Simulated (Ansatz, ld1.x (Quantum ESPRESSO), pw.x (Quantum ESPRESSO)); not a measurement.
**nitrogen: one change to the TM potential, in the atom and in the sc crystal**

```json
{
 "Element": "N",
 "Generator": "ld1.x (Quantum ESPRESSO) 7.5",
 "Type": "norm-conserving Troullier–Martins (Kleinman–Bylander form)",
 "Functional": "PBE",
 "Relativity": "scalar-relativistic",
 "Frozen core": "[He]",
 "Valence charge": "5",
 "Reference configuration": "2s2 2p3",
 "Partial waves": "2p (bound): rc 1.50 bohr; 3d channel at 0.3 Ry: rc 1.30 bohr; 2s (bound): rc 1.00 bohr",
 "Local potential": "the s channel",
 "Core correction": "a·sin(br)/r model core inside 0.60 bohr"
}
```

Change: wave 2p (bound): rc 1.50 bohr becomes 2p (bound): rc 1.42 bohr.

Cutoffs, loose and tight: the cutoffs (Ry, on a coarse ladder) from which the occupation-weighted sum of valence levels, in a spherical-Bessel basis at the reference potential, stays within 10 and 1 mRy of its value at 400 Ry. They do not see the model core or the augmentation charge, which bear on the density cutoff. Test errors are all-electron minus pseudo excitation energies from the reference, over the configurations 2s2 2p2; 2s2 2p1; 2s2 2p0; 2s1 2p0; 2s0 2p5; 2s1 2p4; 2s2 2p3.3; variants that change the core or the reference have their own tests.

Crystal test: sc N in pw.x 7.5, no spin, 17³ k-points, Fermi–Dirac smearing 0.01 Ry, cutoffs set for each file from its atomic test. The reference is all-electron LAPW (Ansatz 0.2.0) with the same functional, mesh and smearing; V0 and B0 come from Birch–Murnaghan fits to the pressures at five volumes. Errors are pseudo minus all-electron; Δ is the rms difference of the E(V) curves that follow from these fits, minima aligned, over ±6 % about the mean V0. Mesh and smearing are coarse, so the numbers serve the comparison and aren't converged zero-temperature values; the lattice is a test structure that the element need not adopt. Spin polarisation is left out.

All-electron: a0 = 1.866 Å (V0 = 6.50 Å³/atom), B0 = 181.9 GPa.

Problem. Does the change bring the crystal closer to the all-electron result?

Solution. The mean pressure error goes from +0.44 to +0.26 GPa, so the change moves the solid closer to the all-electron pressures. At 80 % of its cutoff the pressure of the base moves by -0.58 GPa. At 80 % of its cutoff the pressure of the changed file moves by -0.59 GPa.

```tsv
quantity	base	changed
outcome (atom)	generated	generated
cutoff, loose (atom)	55 Ry	60 Ry
cutoff, tight (atom)	140 Ry	140 Ry
bound ghosts (atom)	none	none
largest test error (meV) (atom)	+1029	+879
cutoffs in pw.x (Ry)	170/680	170/680
a0 (Å)	1.868	1.867
a0 error (%)	+0.08	+0.05
B0 error (%)	-0.3	-0.2
Δ (meV/atom)	0.6	0.4
mean pressure error (GPa)	+0.44	+0.26
```

 The atomic cutoffs weigh occupied waves only.
